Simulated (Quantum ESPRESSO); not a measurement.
# TiSi (Cmmm) in Quantum ESPRESSO: settings compared

Aim: see how the results for TiSi move with the level of theory and the settings. Levels: PBEsol, LDA. Tasks: band structure, single point, equation of state.

All numbers are computed with Quantum ESPRESSO 7.5; they aren't measurements. Logs are shortened: lines on timing, memory, paths and dates and some standing lists are left out, and cuts for length are marked.

## 1. The crystal as given

The structure is orthorhombic, space group Cmmm (No. 65). The conventional cell has a = 3.632 Å, b = 4.235 Å, c = 3.804 Å, α = 90.00°, β = 90.00°, γ = 90.00°. Ti (site symmetry mmm) is surrounded by 8 Si at 2.63 to 2.85 Å and 4 Ti at 2.79 Å. Si (site symmetry mmm) is surrounded by 8 Ti at 2.63 to 2.85 Å and 4 Si at 2.79 Å.

The cell comes from a database or a generator and needn't be the stable form of this composition.

## 2. Band structure, PBEsol

The input, pw.in:

```
&CONTROL
  calculation = 'scf'
  prefix = 'pwscf'
  outdir = './tmp'
  pseudo_dir = './pseudo'
  tprnfor = .true.
  tstress = .true.
  disk_io = 'low'
/
&SYSTEM
  ibrav = 0
  celldm(1) = 8
  nat = 2
  ntyp = 2
  ecutwfc = 45
  ecutrho = 360
  nbnd = 14
  occupations = 'smearing'
  smearing = 'fd'
  degauss = 0.00367493
/
&ELECTRONS
  conv_thr = 4d-10
  electron_maxstep = 120
  mixing_beta = 0.5
/
ATOMIC_SPECIES
Ti    47.8670 ti_pbesol_v1.4.uspp.F.UPF
Si    28.0850 si_pbesol_v1.uspp.F.UPF
CELL_PARAMETERS alat
  0.4290098766963  -0.5002161743668   0.0000000000000
  0.4290098766963   0.5002161743668   0.0000000000000
  0.0000000000000   0.0000000000000   0.8985491820190
ATOMIC_POSITIONS crystal
Ti     0.5000000000    0.5000000000    0.0000000000
Si     0.0000000000    0.0000000000    0.5000000000
K_POINTS automatic
10 10 7 0 0 0
```

The input, bands.in:

```
&CONTROL
  calculation = 'bands'
  prefix = 'pwscf'
  outdir = './tmp'
  pseudo_dir = './pseudo'
  disk_io = 'low'
  verbosity = 'high'
/
&SYSTEM
  ibrav = 0
  celldm(1) = 8
  nat = 2
  ntyp = 2
  ecutwfc = 45
  ecutrho = 360
  nbnd = 14
  occupations = 'smearing'
  smearing = 'fd'
  degauss = 0.00367493
/
&ELECTRONS
  conv_thr = 1d-08
  electron_maxstep = 120
  mixing_beta = 0.5
  diago_full_acc = .true.
  startingwfc = 'random'
/
ATOMIC_SPECIES
Ti    47.8670 ti_pbesol_v1.4.uspp.F.UPF
Si    28.0850 si_pbesol_v1.uspp.F.UPF
CELL_PARAMETERS alat
  0.4290098766963  -0.5002161743668   0.0000000000000
  0.4290098766963   0.5002161743668   0.0000000000000
  0.0000000000000   0.0000000000000   0.8985491820190
ATOMIC_POSITIONS crystal
Ti     0.5000000000    0.5000000000    0.0000000000
Si     0.0000000000    0.0000000000    0.5000000000
K_POINTS crystal
60
 0.0000000000  0.0000000000  0.0000000000 1
 0.0619843472  0.0619843472  0.0000000000 1
 0.1239686944  0.1239686944  0.0000000000 1
 0.1859530416  0.1859530416  0.0000000000 1
 0.2479373888  0.2479373888  0.0000000000 1
 0.3099217360  0.3099217360  0.0000000000 1
 0.3719060831  0.3719060831  0.0000000000 1
 0.4338904303  0.4338904303  0.0000000000 1
 0.3254178228  0.4504178228  0.0000000000 1
 0.2169452152  0.4669452152  0.0000000000 1
 0.1084726076  0.4834726076  0.0000000000 1
 0.0000000000  0.5000000000  0.0000000000 1
 0.0000000000  0.5000000000  0.1666666667 1
 0.0000000000  0.5000000000  0.3333333333 1
 0.0000000000  0.5000000000  0.5000000000 1
 0.1084726076  0.4834726076  0.5000000000 1
 0.2169452152  0.4669452152  0.5000000000 1
 0.3254178228  0.4504178228  0.5000000000 1
 0.4338904303  0.4338904303  0.5000000000 1
 0.3796541265  0.3796541265  0.5000000000 1
 0.3254178228  0.3254178228  0.5000000000 1
 0.2711815190  0.2711815190  0.5000000000 1
 0.2169452152  0.2169452152  0.5000000000 1
 0.1627089114  0.1627089114  0.5000000000 1
 0.1084726076  0.1084726076  0.5000000000 1
 0.0542363038  0.0542363038  0.5000000000 1
 0.0000000000  0.0000000000  0.5000000000 1
 0.0000000000  0.0000000000  0.3750000000 1
 0.0000000000  0.0000000000  0.2500000000 1
 0.0000000000  0.0000000000  0.1250000000 1
 0.0000000000  0.0000000000  0.0000000000 1
-0.0625000000  0.0625000000  0.0000000000 1
-0.1250000000  0.1250000000  0.0000000000 1
-0.1875000000  0.1875000000  0.0000000000 1
-0.2500000000  0.2500000000  0.0000000000 1
-0.3125000000  0.3125000000  0.0000000000 1
-0.3750000000  0.3750000000  0.0000000000 1
-0.4375000000  0.4375000000  0.0000000000 1
-0.5000000000  0.5000000000  0.0000000000 1
-0.4338904303  0.5661095697  0.0000000000 1
-0.4338904303  0.5661095697  0.1250000000 1
-0.4338904303  0.5661095697  0.2500000000 1
-0.4338904303  0.5661095697  0.3750000000 1
-0.4338904303  0.5661095697  0.5000000000 1
-0.5000000000  0.5000000000  0.5000000000 1
-0.5000000000  0.5000000000  0.4000000000 1
-0.5000000000  0.5000000000  0.3000000000 1
-0.5000000000  0.5000000000  0.2000000000 1
-0.5000000000  0.5000000000  0.1000000000 1
-0.5000000000  0.5000000000  0.0000000000 1
 0.0000000000  0.0000000000  0.5000000000 1
-0.0555555556  0.0555555556  0.5000000000 1
-0.1111111111  0.1111111111  0.5000000000 1
-0.1666666667  0.1666666667  0.5000000000 1
-0.2222222222  0.2222222222  0.5000000000 1
-0.2777777778  0.2777777778  0.5000000000 1
-0.3333333333  0.3333333333  0.5000000000 1
-0.3888888889  0.3888888889  0.5000000000 1
-0.4444444444  0.4444444444  0.5000000000 1
-0.5000000000  0.5000000000  0.5000000000 1
```

Potentials or basis: GBRV 1.5 PBEsol.

The run is started by

```
OMP_NUM_THREADS=1 mpirun -n 2 pw.x -nk 2 -in pw.in > pw.out
OMP_NUM_THREADS=1 mpirun -n 2 pw.x -nk 2 -in bands.in > bands.out
```

pw.out:

```text
This program is part of the open-source Quantum ESPRESSO suite
     for quantum simulation of materials; please cite
[... 6 lines left out ...]
     using ibrav=0 with symmetry is DISCOURAGED, use correct ibrav instead

     K-points division:     npool     =       2
     Subspace diagonalization in iterative solution of the eigenvalue problem:
     a serial algorithm will be used

     G-vector sticks info
     --------------------
     sticks:   dense  smooth     PW     G-vecs:    dense   smooth      PW
     Sum         781     399    133                22771     8065    1541

     Using Slab Decomposition

     bravais-lattice index     =            0
     lattice parameter (alat)  =       8.0000  a.u.
     unit-cell volume          =     197.4544 (a.u.)^3
     number of atoms/cell      =            2
     number of atomic types    =            2
     number of electrons       =        16.00
     number of Kohn-Sham states=           14
     kinetic-energy cutoff     =      45.0000  Ry
     charge density cutoff     =     360.0000  Ry
     scf convergence threshold =      4.0E-10
     mixing beta               =       0.5000
     number of iterations used =            8  plain     mixing
     Exchange-correlation= SLA  PW   PSX  PSC
                           (   1   4  10   8   0   0   0)

     celldm(1)=   8.000000  celldm(2)=   0.000000  celldm(3)=   0.000000
     celldm(4)=   0.000000  celldm(5)=   0.000000  celldm(6)=   0.000000

     crystal axes: (cart. coord. in units of alat)
               a(1) = (   0.429010  -0.500216   0.000000 )
               a(2) = (   0.429010   0.500216   0.000000 )
               a(3) = (   0.000000   0.000000   0.898549 )

     reciprocal axes: (cart. coord. in units 2 pi/alat)
               b(1) = (  1.165474 -0.999568  0.000000 )
               b(2) = (  1.165474  0.999568 -0.000000 )
               b(3) = ( -0.000000  0.000000  1.112905 )

     PseudoPot. # 1 for Ti read from file:
     ti_pbesol_v1.4.uspp.F.UPF
     Pseudo is Ultrasoft + core correction, Zval = 12.0
     Generated by new atomic code, or converted to UPF format
     Using radial grid of  851 points,  6 beta functions with:
                l(1) =   0
                l(2) =   0
                l(3) =   1
                l(4) =   1
                l(5) =   2
                l(6) =   2
     Q(r) pseudized with  6 coefficients,  rinner =    1.000   1.000   1.000
                                                       1.000   1.000

     PseudoPot. # 2 for Si read from file:
     si_pbesol_v1.uspp.F.UPF
     Pseudo is Ultrasoft + core correction, Zval =  4.0
     Generated by new atomic code, or converted to UPF format
     Using radial grid of  899 points,  6 beta functions with:
                l(1) =   0
                l(2) =   0
                l(3) =   1
                l(4) =   1
                l(5) =   2
                l(6) =   2
     Q(r) pseudized with  8 coefficients,  rinner =    0.900   0.900   0.900
                                                       0.900   0.900

     atomic species   valence    mass     pseudopotential
     Ti               12.00    47.86700     Ti( 1.00)
     Si                4.00    28.08500     Si( 1.00)

      8 Sym. Ops., with inversion, found

   Cartesian axes

     site n.     atom                  positions (alat units)
         1        Ti     tau(   1) = (   0.4290099   0.0000000   0.0000000  )
         2        Si     tau(   2) = (   0.0000000   0.0000000   0.4492746  )

     number of k points=   124  Fermi-Dirac smearing, width (Ry)=  0.0037

     Number of k-points >= 100: set verbosity='high' to print them.

     Dense  grid:    22771 G-vectors     FFT dimensions: (  32,  32,  45)

     Smooth grid:     8065 G-vectors     FFT dimensions: (  24,  24,  32)

     Check: negative core charge=   -0.000009

     Initial potential from superposition of free atoms

     starting charge      14.9993, renormalised to      16.0000

     negative rho (up, down):  9.307E-04 0.000E+00
     Starting wfcs are   14 randomized atomic wfcs

     Self-consistent Calculation

     iteration #  1     ecut=    45.00 Ry     beta= 0.50
     Davidson diagonalization with overlap
     ethr =  1.00E-02,  avg # of iterations =  3.8

     negative rho (up, down):  9.223E-04 0.000E+00

     total energy              =    -128.67828023 Ry
     estimated scf accuracy    <       0.34549711 Ry

     iteration #  2     ecut=    45.00 Ry     beta= 0.50
     Davidson diagonalization with overlap
     ethr =  2.16E-03,  avg # of iterations =  2.4

     negative rho (up, down):  7.944E-04 0.000E+00

     total energy              =    -128.72599688 Ry
     estimated scf accuracy    <       0.34502313 Ry

     iteration #  3     ecut=    45.00 Ry     beta= 0.50
     Davidson diagonalization with overlap
     ethr =  2.16E-03,  avg # of iterations =  1.4

     negative rho (up, down):  7.301E-04 0.000E+00

     total energy              =    -128.79384256 Ry
     estimated scf accuracy    <       0.01251936 Ry

     iteration #  4     ecut=    45.00 Ry     beta= 0.50
     Davidson diagonalization with overlap
     ethr =  7.82E-05,  avg # of iterations =  2.7

     negative rho (up, down):  6.862E-04 0.000E+00

     total energy              =    -128.79617987 Ry
     estimated scf accuracy    <       0.00019453 Ry

     iteration #  5     ecut=    45.00 Ry     beta= 0.50
     Davidson diagonalization with overlap
     ethr =  1.22E-06,  avg # of iterations =  4.2

     negative rho (up, down):  6.708E-04 0.000E+00

     total energy              =    -128.79622681 Ry
     estimated scf accuracy    <       0.00001402 Ry

     iteration #  6     ecut=    45.00 Ry     beta= 0.50
     Davidson diagonalization with overlap
     ethr =  8.76E-08,  avg # of iterations =  2.3

     negative rho (up, down):  6.692E-04 0.000E+00

     total energy              =    -128.79622880 Ry
     estimated scf accuracy    <       0.00000050 Ry

     iteration #  7     ecut=    45.00 Ry     beta= 0.50
     Davidson diagonalization with overlap
     ethr =  3.12E-09,  avg # of iterations =  2.9

     negative rho (up, down):  6.690E-04 0.000E+00

     total energy              =    -128.79622899 Ry
     estimated scf accuracy    <       0.00000012 Ry

     iteration #  8     ecut=    45.00 Ry     beta= 0.50
     Davidson diagonalization with overlap
     ethr =  7.61E-10,  avg # of iterations =  2.1

     negative rho (up, down):  6.690E-04 0.000E+00

     total energy              =    -128.79622902 Ry
     estimated scf accuracy    <       0.00000002 Ry

     iteration #  9     ecut=    45.00 Ry     beta= 0.50
     Davidson diagonalization with overlap
     ethr =  1.18E-10,  avg # of iterations =  1.6

     negative rho (up, down):  6.690E-04 0.000E+00

     total energy              =    -128.79622902 Ry
     estimated scf accuracy    <          6.5E-10 Ry

     iteration # 10     ecut=    45.00 Ry     beta= 0.50
     Davidson diagonalization with overlap
     ethr =  4.04E-12,  avg # of iterations =  3.0

     negative rho (up, down):  6.690E-04 0.000E+00

     End of self-consistent calculation

     Number of k-points >= 100: set verbosity='high' to print the bands.

     the Fermi energy is    13.2168 ev

!    total energy              =    -128.79622902 Ry
     estimated scf accuracy    <          2.7E-11 Ry
     smearing contrib. (-TS)   =      -0.00064572 Ry
     internal energy E=F+TS    =    -128.79558331 Ry

     The total energy is F=E-TS. E is the sum of the following terms:
     one-electron contribution =     -46.35871779 Ry
     hartree contribution      =      29.95457041 Ry
     xc contribution           =     -22.31609424 Ry
     ewald contribution        =     -90.07534169 Ry

     convergence has been achieved in  10 iterations

     negative rho (up, down):  6.690E-04 0.000E+00

     Forces acting on atoms (cartesian axes, Ry/au):

     atom    1 type  1   force =     0.00000000    0.00000000    0.00000000
     atom    2 type  2   force =     0.00000000    0.00000000    0.00000000

     Total force =     0.000000     Total SCF correction =     0.000000

     Computing stress (Cartesian axis) and pressure

     negative rho (up, down):  6.690E-04 0.000E+00
          total   stress  (Ry/bohr**3)                   (kbar)     P=      -43.49
  -0.00032492   0.00000000   0.00000000          -47.80        0.00        0.00
   0.00000000  -0.00029894   0.00000000            0.00      -43.98        0.00
   0.00000000   0.00000000  -0.00026303            0.00        0.00      -38.69

=------------------------------------------------------------------------------=
   JOB DONE.
=------------------------------------------------------------------------------=
```

It took 22 s on 2 MPI ranks of Arm Neoverse V1, shared host; peak memory 0.2 GiB.

What came out:

```yaml
Free_energy: -1752.3620 eV
Pressure: -4.3 GPa
Band_gap_on_the_k_mesh: none (metal or under the smearing width)
```

Stress tensor (GPa, compression positive):
```
-4.78  0.00  0.00
 0.00 -4.40  0.00
 0.00  0.00 -3.87
```

Levels at the corners of the path, in eV from the Fermi level:
| point | band 4 | band 5 | band 6 | band 7 | band 8 | band 9 | band 10 | band 11 | band 12 | band 13 |
| --- | --- | --- | --- | --- | --- | --- | --- | --- | --- | --- |
| Γ | -32.41 | -11.66 | -2.38 | -1.61 | -1.09 | 1.70 | 2.37 | 2.93 | 5.22 | 6.00 |
| X | -32.80 | -5.83 | -3.57 | -2.78 | -0.71 | -0.69 | -0.14 | 3.36 | 3.87 | 3.91 |
| S | -32.42 | -7.57 | -6.28 | -2.81 | -0.80 | 1.68 | 2.37 | 4.31 | 4.82 | 5.29 |
| R | -32.42 | -7.85 | -4.74 | -2.56 | -1.69 | 1.43 | 1.84 | 1.88 | 3.35 | 5.88 |
| A | -32.83 | -4.67 | -4.63 | -3.65 | -1.92 | 2.07 | 2.13 | 2.56 | 4.16 | 4.38 |
| Z | -32.41 | -10.30 | -6.45 | -0.79 | 0.61 | 0.65 | 1.72 | 3.01 | 7.02 | 8.05 |
| Γ | -32.41 | -11.66 | -2.38 | -1.61 | -1.09 | 1.70 | 2.37 | 2.93 | 5.22 | 6.00 |
| Y | -32.80 | -5.76 | -3.70 | -1.46 | -1.24 | -0.82 | -0.27 | 2.89 | 3.20 | 4.23 |
| X1 | -32.80 | -5.83 | -3.57 | -2.78 | -0.71 | -0.69 | -0.14 | 3.36 | 3.87 | 3.91 |
| A1 | -32.83 | -4.67 | -4.63 | -3.65 | -1.92 | 2.07 | 2.13 | 2.56 | 4.16 | 4.38 |
| T | -32.82 | -4.80 | -3.79 | -3.32 | -3.07 | 2.18 | 2.62 | 2.70 | 4.12 | 4.24 |
| Y | -32.80 | -5.76 | -3.70 | -1.46 | -1.24 | -0.82 | -0.27 | 2.89 | 3.20 | 4.23 |
| Z | -32.41 | -10.30 | -6.45 | -0.79 | 0.61 | 0.65 | 1.72 | 3.01 | 7.02 | 8.05 |
| T | -32.82 | -4.80 | -3.79 | -3.32 | -3.07 | 2.18 | 2.62 | 2.70 | 4.12 | 4.24 |

## 3. Single point, LDA, 13.75 Å³/atom

The input, pw.in:

```
&CONTROL
  calculation = 'scf'
  prefix = 'pwscf'
  outdir = './tmp'
  pseudo_dir = './pseudo'
  tprnfor = .true.
  tstress = .true.
  disk_io = 'nowf'
/
&SYSTEM
  ibrav = 0
  nat = 2
  ntyp = 2
  ecutwfc = 45
  ecutrho = 360
  nbnd = 14
  occupations = 'smearing'
  smearing = 'fd'
  degauss = 0.00367493
/
&ELECTRONS
  conv_thr = 4d-10
  electron_maxstep = 120
  mixing_beta = 0.5
/
ATOMIC_SPECIES
Ti    47.8670 ti_lda_v1.4.uspp.F.UPF
Si    28.0850 si_lda_v1.uspp.F.UPF
CELL_PARAMETERS angstrom
   1.7791027398   -2.0743950539    0.0000000000
   1.7791027398    2.0743950539    0.0000000000
   0.0000000000    0.0000000000    3.7262809049
ATOMIC_POSITIONS crystal
Ti     0.5000000000    0.5000000000    0.0000000000
Si     0.0000000000    0.0000000000    0.5000000000
K_POINTS automatic
10 10 7 0 0 0
```

Potentials or basis: GBRV 1.5 LDA.

The run is started by

```
OMP_NUM_THREADS=1 mpirun -n 2 pw.x -nk 2 -in pw.in > pw.out
```

It took 13 s on 2 MPI ranks of Arm Neoverse V1, shared host; peak memory 0.18 GiB.

Results (log left out):

```
Free energy            : -1754.6309 eV
Pressure               : 0.8 GPa
Band gap on the k mesh : none (metal or under the smearing width)
```

(Part 1 of 2 ends here.)
